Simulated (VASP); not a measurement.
# Bi (P-1) in VASP: a series of runs

Runs on Bi. Level: r2SCAN. Tasks: single point.

All numbers are computed with VASP 6.6.1; they aren't measurements. Logs are shortened: lines on timing, memory, paths and dates and some standing lists are left out, and cuts for length are marked.

## 1. The cell of the first run

The typed cell holds 2 atoms: a = 4.381 Å, b = 4.381 Å, c = 4.823 Å, α = 89.88°, β = 90.07°, γ = 120.00°.

This isn't the form of Bi at room conditions, which is rhombohedral.

## 2. Single point, r2SCAN

File POSCAR:

```
Bi
1.0
    4.3806129350     -0.0000152483     -0.0027898564
   -2.1903196729      3.7936828448      0.0044791920
   -0.0031976218      0.0040819356      4.8226371776
Bi
2
Direct
    0.3536350572      0.6793829121      0.3266157963
    0.6870987328      0.3453118279      0.6769117237
```

File INCAR.step1:

```
SYSTEM = Bi
PREC = Accurate ; ENCUT = 520
ISMEAR = -1 ; SIGMA = 0.05
LREAL = .False. ; LASPH = .True.
NELM = 100 ; NBANDS = 22
GGA = PE ; ALGO = Normal
EDIFF = 1E-4 ; LWAVE = .True.
LCHARG = .False.
```

File INCAR.step2:

```
SYSTEM = Bi
PREC = Accurate ; ENCUT = 520
EDIFF = 1E-6 ; ISMEAR = -1
SIGMA = 0.05 ; LREAL = .False.
LASPH = .True. ; NELM = 100
ALGO = Normal ; ISIF = 2
LWAVE = .False. ; LCHARG = .True.
METAGGA = R2SCAN ; LMIXTAU = .True.
LELF = .True. ; LVHAR = .True.
NBANDS = 22 ; ISTART = 1
```

File KPOINTS:

```
Automatic mesh
0
Gamma
  6 6 5
  0 0 0
```

Potentials or basis: VASP PAW PBE potentials, release 64 (Bi_d).

Started as:

```console
$ cat potpaw_PBE.64/Bi_d/POTCAR > POTCAR
$ cp INCAR.step1 INCAR
$ mpirun -np 1 vasp_std > vasp.out
$ cp INCAR.step2 INCAR
$ mpirun -np 1 vasp_std > vasp.out
```

OUTCAR:

```text
SYSTEM = Bi
   PREC = Accurate
   ENCUT = 520
   EDIFF = 1E-6
   ISMEAR = -1
   LREAL = .False.
   LASPH = .True.
   NELM = 100
   ISIF = 2
   METAGGA = R2SCAN
   ISTART = 1

 ion  position               nearest neighbor table
   1  0.354  0.679  0.327-   2 3.04   2 3.04   2 3.04
   2  0.687  0.345  0.677-   1 3.04   1 3.04   1 3.04

  LATTYP: Found a triclinic cell.
 ALAT       =     4.3805594689
 B/A-ratio  =     1.7320613955
 C/A-ratio  =     1.4857454834
 COS(alpha) =     0.0002097338
 COS(beta)  =     0.3359441487
 COS(gamma) =     0.8660235339

  Lattice vectors:

 A1 = (   2.1902932621,   3.7936675965,   0.0016893356)
 A2 = (   6.5709061971,   3.7936523482,  -0.0011005208)
 A3 = (  -2.1871220511,   3.7896009092,  -4.8181579856)

Analysis of symmetry for initial positions (statically):
=====================================================================
 Subroutine PRICEL returns:
 Original cell was already a primitive cell.

 Routine SETGRP: Setting up the symmetry group for a
 triclinic supercell.

 Subroutine GETGRP returns: Found  2 space group operations
 (whereof  1 operations were pure point group operations)
 out of a pool of  2 trial point group operations.

The static configuration has the point symmetry C_1 .
 The point group associated with its full space group is S_2 .

Analysis of symmetry for dynamics (positions and initial velocities):
=====================================================================
 Subroutine PRICEL returns:
 Original cell was already a primitive cell.

 Routine SETGRP: Setting up the symmetry group for a
 triclinic supercell.

 Subroutine GETGRP returns: Found  2 space group operations
 (whereof  1 operations were pure point group operations)
 out of a pool of  2 trial point group operations.

The dynamic configuration has the point symmetry C_1 .
 The point group associated with its full space group is S_2 .

 Subroutine INISYM returns: Found  2 space group operations
 (whereof  1 operations are pure point group operations),
 and found     1 'primitive' translations

----------------------------------------------------------------------------------------

                                     Primitive cell

  volume of cell :      80.1455

  direct lattice vectors                    reciprocal lattice vectors
     4.380612935 -0.000015248 -0.002789856     0.228279041  0.131799077  0.000039803
    -2.190319673  3.793682845  0.004479192     0.000000775  0.263596810 -0.000223111
    -0.003197622  0.004081936  4.822637178     0.000132057 -0.000168580  0.207355659

  length of vectors
     4.380613823  4.380587844  4.822639965     0.263594990  0.263596905  0.207355770

  position of ions in fractional coordinates (direct lattice)
     0.353635057  0.679382912  0.326615796
     0.687098733  0.345311828  0.676911724

  ion indices of the primitive-cell ions
   primitive index   ion index
                 1           1
                 2           2

----------------------------------------------------------------------------------------

 KPOINTS: Automatic mesh

Automatic generation of k-mesh.
 Grid dimensions read from file:
 generate k-points for:    6    6    5

 Generating k-lattice:

  Cartesian coordinates                     Fractional coordinates (reciprocal lattice)
     0.038046507  0.021966513  0.000006634     0.166666667 -0.000000000  0.000000000
     0.000000129  0.043932802 -0.000037185     0.000000000  0.166666667  0.000000000
     0.000026411 -0.000033716  0.041471132    -0.000000000  0.000000000  0.200000000

  Length of vectors
     0.043932498  0.043932817  0.041471154

  Shift w.r.t. Gamma in fractional coordinates (k-lattice)
     0.000000000  0.000000000  0.000000000

 Subroutine IBZKPT returns following result:
 ===========================================

 Found     92 irreducible k-points:

 Following reciprocal coordinates:
            Coordinates               Weight
  0.000000  0.000000  0.000000      1.000000
  0.166667  0.000000  0.000000      2.000000
  0.333333  0.000000  0.000000      2.000000
  0.500000 -0.000000 -0.000000      1.000000
  0.000000  0.166667  0.000000      2.000000
  0.166667  0.166667  0.000000      2.000000
[... 16 lines left out ...]
  0.333333  0.000000  0.200000      2.000000
  0.500000 -0.000000  0.200000      2.000000
 [... further k-points ...]
   k-points           NKPTS =     92   k-points in BZ     NKDIM =     92   number of bands    NBANDS=     22
   number of dos      NEDOS =    301   number of ions     NIONS =      2
   total plane-waves  NPLWV =  46656
   dimension x,y,z NGX =    36 NGY =   36 NGZ =   36
   dimension x,y,z NGXF=    72 NGYF=   72 NGZF=   72
   ions per type =               2
   NGX,Y,Z   is equivalent  to a cutoff of  13.66, 13.66, 12.41 a.u.
   NGXF,Y,Z  is equivalent  to a cutoff of  27.32, 27.32, 24.82 a.u.
 SYSTEM =  Bi
   PREC   = accura    normal or accurate (medium, high low for compatibility)
   ISTART =      1    job   : 0-new  1-cont  2-samecut
   ICHARG =      0    charge: 1-file 2-atom 10-const
   ISPIN  =      1    spin polarized calculation?
   LNONCOLLINEAR =      F non collinear calculations
   LSORBIT =      F    spin-orbit coupling
   LASPH  =      T    aspherical Exc in radial PAW
   ENCUT  =  520.0 eV  38.22 Ry    6.18 a.u.   8.15  8.14  8.97*2*pi/ulx,y,z
   NELM   =    100;   NELMIN=  2; NELMDL=  0     # of ELM steps
   EDIFF  = 0.1E-05   stopping-criterion for ELM
   LREAL  =      F    real-space projection
   EDIFFG = 0.1E-04   stopping-criterion for IOM
   NSW    =      0    number of steps for IOM
   IBRION =     -1    ionic relax: 0-MD 1-quasi-New 2-CG
   NFREE  =      0    steps in history (QN), initial steepest desc. (CG)
   ISIF   =      2    stress and relaxation
   ISYM   =      2    0-nonsym 1-usesym 2-fastsym
   POTIM  = 0.5000    time-step for ionic-motion
   TEBEG  =    0.0;   TEEND  =   0.0 temperature during run
   PSTRESS=    0.0 pullay stress
   NELECT =      30.0000    total number of electrons
   NUPDOWN=      -1.0000    fix difference up-down
   EMIN   =  10.00;   EMAX   =-10.00  energy-range for DOS
   EFERMI =   0.00;   METHOD = LEGACY
   ISMEAR =    -1;   SIGMA  =   0.05  broadening in eV -4-tet -1-fermi 0-gaus
   EFERMI_NEDOS =   21; number of points for ismear=-14 and -15
   IALGO  =     38    algorithm
   IMIX   =      4    mixing-type and parameters
     AMIX     =   0.40;   BMIX     =  1.00
     AMIX_MAG =   1.60;   BMIX_MAG =  1.00
  volume/ion in A,a.u.               =      40.07       270.42
  Fermi-wavevector in a.u.,A,eV,Ry     =   1.179838  2.229570 18.939535  1.392017
  Thomas-Fermi vector in A             =   2.316141
   LORBIT       =      0    0 simple, 1 ext, 2 COOP (PROOUT), +10 PAW based schemes
   METAGGA = R2SCAN    functional components
   LHFCALC =     F    Hartree Fock is set to
   AEXX    =    0.0000 exact exchange contribution
   IVDW    =     0    specifies the selected vdW correction
   LEPSILON=     F    determine dielectric tensor
   LRPA    =     F    only Hartree local field effects (RPA)
 non-spin polarized calculation
  energy-cutoff  :      520.00
  volume of cell :       80.15
 maximum number of plane-waves:      2171
 NGX is ok and might be reduce to    36
   NGX = 17   NGY = 17   NGZ = 17

 number of electron      29.9999999 magnetization

 Free energy of the ion-electron system (eV)
  ---------------------------------------------------
  ext. energy  EPLUGINS =         0.00000000
  ---------------------------------------------------
  free energy    TOTEN  =      -116.91589827 eV

  energy without entropy =     -116.91501701  energy(sigma->0) =     -116.91545764

 E-fermi :   4.9424     XC(G=0):  -9.4297

 val. band max:        4.7551175750   @ k =  -0.0000  -0.1667   0.4000
 cond. band min:       5.1177282282   @ k =  -0.3333   0.3333   0.2000
 fundamental gap:      0.3626106531
 Fermi energy:         4.9424299934

 k-point     1 :       0.0000    0.0000    0.0000
  band No.  band energies     occupation
      1     -18.5379      2.00000
      2     -18.5378      2.00000
      3     -18.3895      2.00000
      4     -18.3895      2.00000
      5     -18.3768      2.00000
      6     -18.2099      2.00000
[... 14 lines left out ...]
     21      13.9832      0.00000
     22      14.0035      0.00000

 k-point     2 :       0.1667    0.0000    0.0000
  band No.  band energies     occupation
      1     -18.5352      2.00000
      2     -18.5146      2.00000
      3     -18.3938      2.00000
      4     -18.3749      2.00000
      5     -18.3654      2.00000
      6     -18.2194      2.00000
[... 14 lines left out ...]
     21      12.5502      0.00000
     22      13.8006      0.00000

 k-point     3 :       0.3333    0.0000    0.0000
  band No.  band energies     occupation
      1     -18.5299      2.00000
      2     -18.4525      2.00000
      3     -18.4061      2.00000
      4     -18.3378      2.00000
      5     -18.3295      2.00000
      6     -18.2469      2.00000
[... 14 lines left out ...]
     21      13.6302      0.00000
     22      14.0041      0.00000

 k-point     4 :       0.5000   -0.0000   -0.0000
  band No.  band energies     occupation
      1     -18.5272      2.00000
      2     -18.4140      2.00000
      3     -18.3965      2.00000
      4     -18.2997      2.00000
      5     -18.2987      2.00000
      6     -18.2803      2.00000
[... 14 lines left out ...]
     21      13.6449      0.00000
     22      14.4057      0.00000

 k-point     5 :       0.0000    0.1667    0.0000
  band No.  band energies     occupation
      1     -18.5352      2.00000
      2     -18.5146      2.00000
      3     -18.3938      2.00000
      4     -18.3749      2.00000
      5     -18.3655      2.00000
      6     -18.2193      2.00000
[... 417 lines left out ...]
 k-point    22 :       0.1667    0.0000    0.2000
  band No.  band energies     occupation
      1     -18.5372      2.00000
      2     -18.5129      2.00000
      3     -18.4000      2.00000
      4     -18.3755      2.00000
      5     -18.3615      2.00000
      6     -18.2185      2.00000
[... 14 lines left out ...]
     21      12.9074      0.00000
     22      13.0727      0.00000

 k-point    23 :       0.3333    0.0000    0.2000
  band No.  band energies     occupation
      1     -18.5304      2.00000
      2     -18.4486      2.00000
      3     -18.4071      2.00000
      4     -18.3337      2.00000
      5     -18.3228      2.00000
      6     -18.2510      2.00000
[... 14 lines left out ...]
     21      13.2923      0.00000
     22      13.9019      0.00000

 k-point    24 :       0.5000   -0.0000    0.2000
  band No.  band energies     occupation
      1     -18.5250      2.00000
      2     -18.4100      2.00000
      3     -18.3923      2.00000
      4     -18.2983      2.00000
      5     -18.2952      2.00000
      6     -18.2816      2.00000
[... 14 lines left out ...]
     21      15.2549      0.00000
     22      15.3964      0.00000

 [... further k-points ...]

------------------------ aborting loop because EDIFF is reached ----------------------------------------

  FORCE on cell =-STRESS in cart. coord.  units (eV):
  Direction    XX          YY          ZZ          XY          YZ          ZX
  --------------------------------------------------------------------------------------
  -------------------------------------------------------------------------------------
  Total       -0.0285293     -0.0289600     -0.0147541     -0.0006417     -0.0022122      0.0017887
  in kB       -0.5703249     -0.5789355     -0.2949478     -0.0128282     -0.0442243      0.0357576
  external PRESSURE =      -0.4814027 kB  Pullay stress =       0.0000000 kB

 VOLUME and BASIS-vectors are now :
 -----------------------------------------------------------------------------
  energy-cutoff  :      520.00
  volume of cell :       80.15
      direct lattice vectors                 reciprocal lattice vectors
     4.380612935 -0.000015248 -0.002789856     0.228279041  0.131799077  0.000039803
    -2.190319673  3.793682845  0.004479192     0.000000775  0.263596810 -0.000223111
    -0.003197622  0.004081936  4.822637178     0.000132057 -0.000168580  0.207355659

 POSITION                                       TOTAL-FORCE (eV/Angst)
 -----------------------------------------------------------------------------------
      0.06003      2.57869      1.57721         0.000085     -0.000137     -0.014456
      2.25141      1.31276      3.26413        -0.000085      0.000137      0.014456
 -----------------------------------------------------------------------------------
    total drift:                                0.000008      0.000011     -0.000050

  FREE ENERGIE OF THE ION-ELECTRON SYSTEM (eV)
  ---------------------------------------------------
  free  energy   TOTEN  =      -116.9158982698 eV

  energy  without entropy=     -116.9150170141  energy(sigma->0) =     -116.91545764
```

Wall time 4.3 min (1 thread of Intel Xeon Platinum 8488C (Sapphire Rapids), shared host); peak memory 0.29 GiB.

What came out:

```yaml
Free_energy: -116.9159 eV
Pressure: 0.0 GPa
Largest_force: 0.014 eV/Å
Band_gap_on_the_k_mesh: 0.36 eV, indirect (least direct gap 1.10 eV)
```

Forces in eV/Å, atoms in the order of the input:
```
Bi   0.000  0.000 -0.014
Bi   0.000  0.000  0.014
```

Caveat: the PAW data sets were made with another functional, which shifts forces and pressure a little; spin-orbit coupling is left out, which as a rule narrows the gap of such compounds by several tenths of an eV; an odd mesh through Γ misses points on the zone boundary, where band edges often lie.

## 3. Single point, r2SCAN (atoms shaken by about 0.1 Å, then relaxed with the cell)

File POSCAR:

```
Bi
1.0
    4.3813762899      0.0007109101     -0.0020283702
   -2.1900724788      3.7950634589      0.0036210131
   -0.0023248368      0.0034500628      4.8196017412
Bi
2
Direct
    0.3536189822      0.6794682987      0.3265336622
    0.6871148078      0.3452264413      0.6769938578
```

File INCAR.step1:

```
PREC = Accurate
ENCUT = 520
ISMEAR = -1
SIGMA = 0.05
LREAL = F
LASPH = T
NELM = 100
NBANDS = 22
GGA = PE
ALGO = Normal
EDIFF = 1E-4
LWAVE = T
LCHARG = F
```

File INCAR.step2:

```
PREC = Accurate
ENCUT = 520
EDIFF = 1E-6
ISMEAR = -1
SIGMA = 0.05
LREAL = F
LASPH = T
NELM = 100
ALGO = Normal
ISIF = 2
LWAVE = F
LCHARG = F
METAGGA = R2SCAN
LMIXTAU = T
NBANDS = 22
ISTART = 1
```

File KPOINTS:

```
regular mesh
0
Gamma
  6 6 5
```

Potentials or basis: VASP PAW PBE potentials, release 64 (Bi_d).

Started as:

```console
$ cat potpaw_PBE.64/Bi_d/POTCAR > POTCAR
$ cp INCAR.step1 INCAR
$ mpirun -np 1 vasp_std > vasp.out
$ cp INCAR.step2 INCAR
$ mpirun -np 1 vasp_std > vasp.out
```

Run time: 3.6 min. Hardware: 1 thread of Intel Xeon 6975P-C (Granite Rapids), shared host; peak memory 0.29 GiB.

Results (log left out):

```yaml
Free_energy: -116.9159 eV
Pressure: -0.1 GPa
Largest_force: 0.014 eV/Å
Band_gap_on_the_k_mesh: 0.36 eV, indirect (least direct gap 1.09 eV)
```

Forces on the atoms (eV/Å):
```
Bi   0.004 -0.004 -0.013
Bi  -0.004  0.004  0.013
```

Levels at points of the mesh, in eV from the valence-band top:
| k point | band 12 | band 13 | band 14 | band 15 | band 16 | band 17 | band 18 | band 19 |
| --- | --- | --- | --- | --- | --- | --- | --- | --- |
| (0.00, 0.00, 0.00) | -8.08 | -1.84 | -0.49 | -0.48 | 2.19 | 2.62 | 2.63 | 5.76 |
| (0.50, 0.00, 0.00) | -9.97 | -2.56 | -1.99 | -0.93 | 1.35 | 1.80 | 4.33 | 4.85 |
| (0.00, 0.50, 0.00) | -9.98 | -2.56 | -1.99 | -0.92 | 1.34 | 1.80 | 4.33 | 4.85 |
| (0.50, 0.50, 0.00) | -9.96 | -2.57 | -1.99 | -0.94 | 1.36 | 1.81 | 4.33 | 4.84 |

Caveat: the PAW data sets were made with another functional, which shifts forces and pressure a little; spin-orbit coupling is left out, which as a rule narrows the gap of such compounds by several tenths of an eV; an odd mesh through Γ misses points on the zone boundary, where band edges often lie.
